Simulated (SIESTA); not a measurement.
# Ge under changes of volume

One of the cells (23.092 Å³/atom); the others are scaled copies at fixed shape and fractional positions:

```
Ge
1.0
     0.00000    2.84765    2.84765
     2.84765    0.00000    2.84765
     2.84765    2.84765    0.00000
Ge
2
Cartesian
  4.2715 4.2715 4.2715
  2.8476 2.8476 2.8476
```

- Program: SIESTA 5.4.2
- Functional: PBE
- Potentials or basis: PseudoDojo 0.4 standard (PBE files)
- Basis: DZP (energy shift 0.003 Ry; two zetas on semicore shells)
- Grid cutoff: 800 Ry
- Energy shift: 0.003 Ry
- k mesh: 8 × 8 × 8
- Occupations: fermi-dirac, width 0.05 eV
- Spin: no spin polarisation

```tsv
volume (Å³/atom)	energy over the lowest point (meV/atom)	pressure (GPa)
21.281	86.89	10.9
21.733	?	?
22.186	39.47	6.4
23.092	11.29	3.4
23.545	3.51	2.0
23.997	0.00	0.6
```

Question: What does the run at 21.733 Å³/atom give?

Answer: Energy over the lowest point 59.81 meV/atom; pressure 8.2 GPa.

Worked out: A Birch-Murnaghan fit of order 3 (a polynomial in V^(-2/3)) to the other rows has its minimum at 24.21 Å³/atom, just outside them, with B0 = V·E''(V) = 69 GPa (rough, since the energies scatter). It gives 60.68 meV/atom at 21.733 Å³/atom, against the run's 59.81, and -dE/dV = 8.4 GPa, against 8.2.

Energies are extrapolated to zero smearing.

Caveats: the basis of atomic orbitals isn't converged, which shifts pressures, moduli and gaps.
